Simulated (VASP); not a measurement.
# La (P6_3/mmc) in VASP: further runs

Runs on La. Level: LDA. Tasks: single point.

Program: VASP 6.6.1. These are calculated values, not measurements. Logs are shortened: lines on timing, memory, paths and dates and some standing lists are left out, and cuts for length are marked.

## (1) The crystal as given

The structure is hexagonal, space group P6_3/mmc (No. 194). Conventional cell: a = 3.750 Å, b = 3.750 Å, c = 6.070 Å, α = 90.00°, β = 90.00°, γ = 120.00°. Around La (site symmetry -6m2) lie 12 La at 3.73 to 3.75 Å.

This isn't the form of La at room conditions, which is double hcp.

## (2) Single point, LDA

The input, INCAR:

```
SYSTEM = La
PREC = Accurate ; ENCUT = 300
EDIFF = 1E-6 ; ISMEAR = -1
SIGMA = 0.1 ; LREAL = .FALSE.
LASPH = .TRUE. ; NELM = 100
ALGO = Normal ; ISIF = 2
LWAVE = .FALSE. ; LCHARG = .FALSE.
GGA = CA ; ADDGRID = .FALSE.
```

The input, KPOINTS:

```
Automatic mesh
0
G
  13 13 7
  0 0 0
```

The input, POSCAR:

```
La
1.0
    3.7500000000      0.0000000000      0.0000000000
   -1.8750000000      3.2475952642      0.0000000000
    0.0000000000      0.0000000000      6.0700000000
La
2
Direct
    0.6527560000      0.3219160000      0.7382770000
    0.3157440000      0.6620370000      0.2676620000
```

Potentials or basis: VASP PAW LDA potentials, release 64 (La).

On the command line:

```bash
$ cat potpaw_LDA.64/La/POTCAR > POTCAR
$ mpirun -np 1 vasp_std > vasp.out
```

OUTCAR:

```text
SYSTEM = La
   PREC = Accurate
   ENCUT = 300
   EDIFF = 1E-6
   ISMEAR = -1
   LREAL = .FALSE.
   LASPH = .TRUE.
   NELM = 100
   ISIF = 2
   GGA = CA

 Found    592 irreducible k-points:

 Following reciprocal coordinates:
            Coordinates               Weight
  0.000000  0.000000  0.000000      1.000000
  0.076923 -0.000000  0.000000      2.000000
  0.000000  0.076923  0.000000      2.000000
 -0.076923  0.076923  0.000000      2.000000
  0.153846 -0.000000  0.000000      2.000000
  0.000000  0.153846  0.000000      2.000000
   k-points           NKPTS =    592   k-points in BZ     NKDIM =    592   number of bands    NBANDS=     15
   number of dos      NEDOS =    301   number of ions     NIONS =      2
   total plane-waves  NPLWV =  20736
   dimension x,y,z NGX =    24 NGY =   24 NGZ =   36
   dimension x,y,z NGXF=    48 NGYF=   48 NGZF=   72
   ions per type =               2
   NGX,Y,Z   is equivalent  to a cutoff of  10.64, 10.64,  9.86 a.u.
   NGXF,Y,Z  is equivalent  to a cutoff of  21.28, 21.28, 19.72 a.u.
 SYSTEM =  La
   PREC   = accura    normal or accurate (medium, high low for compatibility)
   ISTART =      0    job   : 0-new  1-cont  2-samecut
   ICHARG =      2    charge: 1-file 2-atom 10-const
   ISPIN  =      1    spin polarized calculation?
   LNONCOLLINEAR =      F non collinear calculations
   LSORBIT =      F    spin-orbit coupling
   LASPH  =      T    aspherical Exc in radial PAW
   ENCUT  =  300.0 eV  22.05 Ry    4.70 a.u.   5.30  5.30  8.57*2*pi/ulx,y,z
   NELM   =    100;   NELMIN=  2; NELMDL= -5     # of ELM steps
   EDIFF  = 0.1E-05   stopping-criterion for ELM
   LREAL  =      F    real-space projection
   EDIFFG = 0.1E-04   stopping-criterion for IOM
   NSW    =      0    number of steps for IOM
   IBRION =     -1    ionic relax: 0-MD 1-quasi-New 2-CG
   NFREE  =      0    steps in history (QN), initial steepest desc. (CG)
   ISIF   =      2    stress and relaxation
   ISYM   =      2    0-nonsym 1-usesym 2-fastsym
   POTIM  = 0.5000    time-step for ionic-motion
   TEBEG  =    0.0;   TEEND  =   0.0 temperature during run
   PSTRESS=    0.0 pullay stress
   NELECT =      22.0000    total number of electrons
   NUPDOWN=      -1.0000    fix difference up-down
   EMIN   =  10.00;   EMAX   =-10.00  energy-range for DOS
   EFERMI =   0.00;   METHOD = LEGACY
   ISMEAR =    -1;   SIGMA  =   0.10  broadening in eV -4-tet -1-fermi 0-gaus
   EFERMI_NEDOS =   21; number of points for ismear=-14 and -15
   IALGO  =     38    algorithm
   IMIX   =      4    mixing-type and parameters
     AMIX     =   0.40;   BMIX     =  1.00
     AMIX_MAG =   1.60;   BMIX_MAG =  1.00
  volume/ion in A,a.u.               =      36.96       249.43
  Fermi-wavevector in a.u.,A,eV,Ry     =   1.093004  2.065478 16.254307  1.194658
  Thomas-Fermi vector in A             =   2.229281
   LORBIT       =      0    0 simple, 1 ext, 2 COOP (PROOUT), +10 PAW based schemes
   GGA     = CA    functional components
   LHFCALC =     F    Hartree Fock is set to
   AEXX    =    0.0000 exact exchange contribution
   IVDW    =     0    specifies the selected vdW correction
   LEPSILON=     F    determine dielectric tensor
   LRPA    =     F    only Hartree local field effects (RPA)
 non-spin polarized calculation
  energy-cutoff  :      300.00
  volume of cell :       73.92
 maximum number of plane-waves:       885
 NGX is ok and might be reduce to    24
   NGX = 11   NGY = 11   NGZ = 17

 number of electron      22.0000000 magnetization

 Free energy of the ion-electron system (eV)
  ---------------------------------------------------
  ext. energy  EPLUGINS =         0.00000000
  ---------------------------------------------------
  free energy    TOTEN  =       -11.03871458 eV

  energy without entropy =      -10.91666924  energy(sigma->0) =      -10.97769191

 E-fermi :   7.6855     XC(G=0):  -9.7750

 val. band max:        7.6837941134   @ k =   0.0769  -0.4615   0.4286
 cond. band min:       7.6859297799   @ k =   0.4615   0.0769   0.2857
 fundamental gap:      0.0021356665
 Fermi energy:         7.6855413461

 k-point     1 :       0.0000    0.0000    0.0000
  band No.  band energies     occupation
      1     -25.0451      2.00000
      2     -24.8160      2.00000
      3      -9.4646      2.00000
      4      -8.2297      2.00000
      5      -8.2142      2.00000
      6      -8.0180      2.00000
      7      -8.0069      2.00000
      8      -7.9717      2.00000
      9       4.5179      2.00000
     10       5.9081      2.00000
     11       8.6720      0.00010
     12       8.9314      0.00001
     13       8.9421      0.00001
     14       9.0627      0.00000
     15       9.1811      0.00000

 k-point     2 :       0.0769   -0.0000    0.0000
  band No.  band energies     occupation
      1     -25.0350      2.00000
      2     -24.8115      2.00000
      3      -9.4394      2.00000
      4      -8.2972      2.00000
      5      -8.2401      2.00000
      6      -8.0798      2.00000
      7      -8.0217      2.00000
      8      -7.9782      2.00000
      9       4.6784      2.00000
     10       6.0564      2.00000
     11       8.3515      0.00256
     12       8.8757      0.00001
     13       8.9904      0.00000
     14       9.0809      0.00000
     15       9.1285      0.00000

 k-point     3 :       0.0000    0.0769    0.0000
  band No.  band energies     occupation
      1     -25.0349      2.00000
      2     -24.8115      2.00000
      3      -9.4393      2.00000
      4      -8.2989      2.00000
      5      -8.2384      2.00000
      6      -8.0784      2.00000
      7      -8.0232      2.00000
      8      -7.9783      2.00000
      9       4.6784      2.00000
     10       6.0570      2.00000
     11       8.3498      0.00261
     12       8.8765      0.00001
     13       8.9951      0.00000
     14       9.0723      0.00000
     15       9.1369      0.00000

 k-point     4 :      -0.0769    0.0769    0.0000
  band No.  band energies     occupation
      1     -25.0351      2.00000
      2     -24.8114      2.00000
      3      -9.4399      2.00000
      4      -8.2867      2.00000
      5      -8.2505      2.00000
      6      -8.0857      2.00000
      7      -8.0154      2.00000
      8      -7.9778      2.00000
      9       4.6783      2.00000
     10       6.0536      2.00000
     11       8.3592      0.00237
     12       8.8706      0.00001
     13       8.9827      0.00000
     14       9.0682      0.00000
     15       9.1297      0.00000

 k-point     5 :       0.1538   -0.0000    0.0000
  band No.  band energies     occupation
      1     -25.0062      2.00000
      2     -24.7996      2.00000
      3      -9.3670      2.00000
      4      -8.4851      2.00000
      5      -8.2982      2.00000
      6      -8.2627      2.00000
      7      -8.0459      2.00000
      8      -8.0059      2.00000
      9       5.1150      2.00000
     10       6.4225      1.99999
     11       7.9375      0.14904
     12       8.5338      0.00041
     13       8.7370      0.00005
     14       9.0019      0.00000
     15       9.1055      0.00000

 k-point     6 :       0.0000    0.1538    0.0000
  band No.  band energies     occupation
      1     -25.0061      2.00000
      2     -24.7997      2.00000
      3      -9.3666      2.00000
      4      -8.4866      2.00000
      5      -8.2966      2.00000
      6      -8.2618      2.00000
      7      -8.0469      2.00000
      8      -8.0065      2.00000
      9       5.1152      2.00000
     10       6.4252      1.99999
     11       7.9343      0.15341
     12       8.5383      0.00040
     13       8.7407      0.00005
     14       8.9976      0.00000
     15       9.1171      0.00000

 [... further k-points ...]

------------------------ aborting loop because EDIFF is reached ----------------------------------------

  FORCE on cell =-STRESS in cart. coord.  units (eV):
  Direction    XX          YY          ZZ          XY          YZ          ZX
  --------------------------------------------------------------------------------------
  -------------------------------------------------------------------------------------
  Total       -1.4002757     -1.3825897     -1.2667655      0.0105920      0.0080552     -0.0098236
  in kB      -30.3488515    -29.9655355    -27.4552221      0.2295651      0.1745833     -0.2129114
  external PRESSURE =     -29.2565364 kB  Pullay stress =       0.0000000 kB

 VOLUME and BASIS-vectors are now :
 -----------------------------------------------------------------------------
  energy-cutoff  :      300.00
  volume of cell :       73.92
      direct lattice vectors                 reciprocal lattice vectors
     3.750000000  0.000000000  0.000000000     0.266666667  0.153960072  0.000000000
    -1.875000000  3.247595264  0.000000000     0.000000000  0.307920144  0.000000000
     0.000000000  0.000000000  6.070000000     0.000000000  0.000000000  0.164744646

 POSITION                                       TOTAL-FORCE (eV/Angst)
 -----------------------------------------------------------------------------------
      1.84424      1.04545      4.48134        -0.008723      0.007025      0.233073
     -0.05728      2.15003      1.62471         0.008723     -0.007025     -0.233073
 -----------------------------------------------------------------------------------
    total drift:                               -0.000015     -0.000003      0.000041

  FREE ENERGIE OF THE ION-ELECTRON SYSTEM (eV)
  ---------------------------------------------------
  free  energy   TOTEN  =       -11.0387145786 eV

  energy  without entropy=      -10.9166692359  energy(sigma->0) =      -10.97769191
```

Wall time 3 min (1 thread of AMD EPYC 9R45 (Zen 5), shared host); peak memory 0.37 GiB.

These settings aren't checked as converged: the numbers below hold their error.

Results:

```
Free energy            : -11.0387 eV
Pressure               : -2.9 GPa
Largest force          : 0.233 eV/Å
Band gap on the k mesh : none (metal or under the smearing width)
```

## (3) Single point, LDA

Changes to INCAR since step 2:

```diff
@@ -1,3 +1,3 @@
 SYSTEM = La
-PREC = Accurate ; ENCUT = 300
+PREC = Accurate ; ENCUT = 350
 EDIFF = 1E-6 ; ISMEAR = -1
```

KPOINTS is that of step 2.

The input, POSCAR:

```
La
1.0
    3.7500000000      0.0000000000      0.0000000000
   -1.8750000000      3.2475952642      0.0000000000
    0.0000000000      0.0000000000      6.0700000000
La
2
Direct
    0.6666666667      0.3333333333      0.7500000000
    0.3333333333      0.6666666667      0.2500000000
```

Potentials or basis: VASP PAW LDA potentials, release 64 (La).

On the command line:

```bash
$ cat potpaw_LDA.64/La/POTCAR > POTCAR
$ mpirun -np 1 vasp_std > vasp.out
```

Wall time 32 s (1 thread of AMD EPYC 9R45 (Zen 5), shared host); peak memory 0.15 GiB.

These settings aren't checked as converged: the numbers below hold their error.

Results:

```yaml
Free_energy: -11.0600 eV
Pressure: -3.0 GPa
Band_gap_on_the_k_mesh: none (metal or under the smearing width)
```

## (4) For comparison

An earlier run on the cell as given: functional PBE; potentials or basis VASP PAW PBE potentials, release 64 (La); cutoff 520 eV; k mesh 8 × 8 × 5; occupations fermi-dirac, width 0.05 eV; no spin polarisation.

- Pressure: 0.7 GPa
- Band gap on the k mesh: none (metal or under the smearing width)
